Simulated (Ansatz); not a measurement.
# Cd: the cost of one run

Computed with Ansatz 0.2.0 (DFT PBE, scalar-relativistic, plane waves, PAW, unless a step's input says otherwise).

1 further run of the same task is left out (set aside as unsound or not needed).

## (1) The system as given

The structure is trigonal, space group R-3m (No. 166). The conventional cell has a = 3.216 Å, b = 3.216 Å, c = 7.348 Å, α = 90.00°, β = 90.00°, γ = 120.00°. Cd (site symmetry -3m) has 12 Cd at 3.07 to 3.22 Å as nearest neighbours.

As a file:

```cif
data_structure
_symmetry_space_group_name_H-M 'R-3m:H'
_symmetry_Int_Tables_number 166
_cell_length_a 3.2161
_cell_length_b 3.2161
_cell_length_c 7.3479
_cell_angle_alpha 90.000
_cell_angle_beta 90.000
_cell_angle_gamma 120.000
_cell_volume 65.82
loop_
_atom_site_label
_atom_site_type_symbol
_atom_site_symmetry_multiplicity
_atom_site_Wyckoff_symbol
_atom_site_fract_x
_atom_site_fract_y
_atom_site_fract_z
_atom_site_occupancy
Cd1 Cd 3 a 0.00000 0.00000 0.00000 1
```

The structure comes from the Materials Project (structure only).

## (2) Quick check of gap, pressure and forces

The input, input.yaml:

```yaml
crystal:
  lattice:
    - [1.6080291515, 0.9283960635, 2.44928741]
    - [-1.6080291515, 0.9283960635, 2.44928741]
    - [0.0, -1.856792127, 2.44928741]
  atoms:
    - { symbol: Cd, position: [0.0, 0.0, 0.0] }
basis:
  ecutwfc: 420
kpoints:
  mp_grid: { grid: [9, 9, 9] }
hamiltonian:
  xc: pbe
scf:
  occupations: { method: gaussian, width: 0.1 }
output:
  forces: true
  stress: true
  eigenvalues: true
```

On the command line:

```sh
> ansatz run input.yaml --threads 1 --pin off --max-ram 1228MiB --backend cpu --events-out ev --progress --plain --runs-dir out
```

What time and memory should one allow on 1 thread of an Arm CPU, shared host?

About 1.3 s, with a peak of 0.27 GiB.
